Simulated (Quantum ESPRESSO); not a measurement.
Runs of Quantum ESPRESSO 7.5 on BeTe. The structure is cubic, space group F-43m (No. 216). Conventional cell: a = 5.540 Å, b = 5.540 Å, c = 5.540 Å, α = 90.00°, β = 90.00°, γ = 90.00°. Te (site symmetry -43m) has 4 Be at 2.40 Å as nearest neighbours. Around Be (site symmetry -43m) lie 4 Te at 2.40 Å. 

| task | level | potentials or basis | k mesh | cutoff (eV) | symmetry | SCF threshold | gap on the mesh (eV) | pressure (GPa) |
| --- | --- | --- | --- | --- | --- | --- | --- | --- |
| band structure | TPSS | SG15 PBE 1.2 | 6 × 6 × 6 | 952 | off | 1e-08 Ry | 1.99 | 5.0 |
| band structure | r2SCAN | SG15 PBE 1.2 | 6 × 6 × 6 | 952 | off | 1e-08 Ry | 2.37 | (a) |
| band structure | PBEsol | SG15 PBE 1.2 | 8 × 8 × 8 | 952 | - | 4e-10 Ry | (c) | 2.0 |
| band structure | PBE | SG15 PBE 1.2 | 8 × 8 × 8 | 952 | - | 4e-10 Ry | 1.87 | (b) |

Alike in all rows: no spin polarisation; cell as given; smearing fermi-dirac 0.05 eV.

**Question.** Estimate the missing entries.

**Answer.** (a) 3.4; (b) 4.4; (c) 1.77.

Caveats: spin-orbit coupling is left out, which moves the levels of the heavy elements; the potentials were made for another functional, which shifts forces and pressure (some runs).

A k mesh can miss the band edges, and the runs leave out spin-orbit coupling on Te.
